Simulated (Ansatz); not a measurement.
Structures of InPd: which is lowest?

Plane-wave DFT in Ansatz with scalar-relativistic PAW potentials, cutoff 420 eV, Γ-centred meshes chosen by cell and gap, Gaussian smearing with energies taken to zero width. Every cell was relaxed (cell and atoms) in a run of its own, within the symmetry of its start. Functional: PBE.

Relaxed structures (starts from databases or built by putting these elements on another compound's sites):
A. R-3m, 2 atoms in the computed cell, a = 3.181 Å, c = 12.860 Å; sites (symmetry × multiplicity) In -3m × 3, Pd -3m × 3; start: built
B. P4/mmm, 2 atoms in the computed cell, a = 3.309 Å, c = 3.297 Å; sites (symmetry × multiplicity) In 4/mmm × 1, Pd 4/mmm × 1; start: built

Problem. Rank them by energy. Could pressure change the order?

Solution.
```tsv
structure	group	E − E(lowest) (meV/atom)	V (Å³/atom)	gap on mesh (eV)
B	P4/mmm	0.0	18.06	0.00
A	R-3m	117	18.77	0.00
```

B is lowest, 117 meV/atom under A. The lowest is also the densest of these, so pressure wouldn't bring one of the others in at first order. Other structures may lie lower than all of these, and vibrations aren't counted.